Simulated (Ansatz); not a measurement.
BaTiO3:

```
Ba Ti O
1.0
     4.00730    0.00000    0.00000
     0.00000    4.00730    0.00000
     0.00000    0.00000    8.01460
Ba Ti O
2 2 6
Direct
  0.57741 0.59500 0.23992
  0.51332 0.45608 0.76365
  0.03541 0.99821 0.01324
  0.94999 0.97117 0.51853
  0.56907 0.92563 0.97977
  0.42933 0.96655 0.50053
  0.96890 0.59557 0.98415
  0.95413 0.46286 0.52367
  0.96185 0.01025 0.22399
  0.04058 0.01868 0.75255
```

The cell isn't the ideal one: all atoms moved at random, sigma 0.15 Å a component.

```yaml
Program: Ansatz 0.2.0
Task: relaxation of cell and atoms
Functional: PBE
Potentials_or_basis: Ansatz PAW
Cutoff: "420 eV (not typed: the program's choice for these potentials)"
k_mesh: 7 × 7 × 4
Occupations: fermi-dirac, width 0.05 eV
Spin: no spin polarisation
```

At the start: volume 12.87 Å³/atom.

How do energy, volume and symmetry change on relaxing?

It ends after 13 steps and the volume is 13.38 Å³/atom (+3.9 %); space group Cmc2_1 (No. 36, to 0.05 Å).

The path:
```
step  energy change (eV)  largest force (eV/Å)  volume (Å³)
   1              0.0000                7.8748       128.70
   2             -3.2975                3.6362       134.55
   3             -4.3743                1.1109       132.36
   4             -4.5904                0.1449       134.12
   5             -4.6011                0.0145       132.81
   6             -4.6002                0.0062       133.26
   7             -4.6009                0.0049       133.26
   8             -4.6209                0.0053       133.26
   9             -4.6206                0.0061       133.63
  10             -4.6205                0.0032       133.68
  11             -4.6220                0.0032       133.68
  12             -4.6218                0.0006       133.76
  13             -4.6221                0.0006       133.76
```

Final structure:
```xyz
10
Lattice="4.0178 0.0048 0.0000 0.0048 4.0198 0.0000 0.0000 0.0000 8.2821" Properties=species:S:1:pos:R:3 pbc="T T T"
Ba    1.9967    1.9974    2.1312
Ba    2.0259    2.0272    6.2723
Ti   -0.0586    3.9551    0.1311
Ti    4.0861    4.0892    4.2721
O     2.0676    4.0568    8.2401
O     1.9598    3.9875    4.0991
O     4.0540    2.0699    8.2406
O     3.9865    1.9594    4.0995
O     4.0155    0.0025    1.9621
O     0.0023    0.0023    6.1032
```

Caveat: the plane-wave basis is chosen anew once the cell has moved, so the energies of steps on either side of that aren't comparable; the pressure holds a Pulay correction of +0.5 GPa for the finite cutoff.
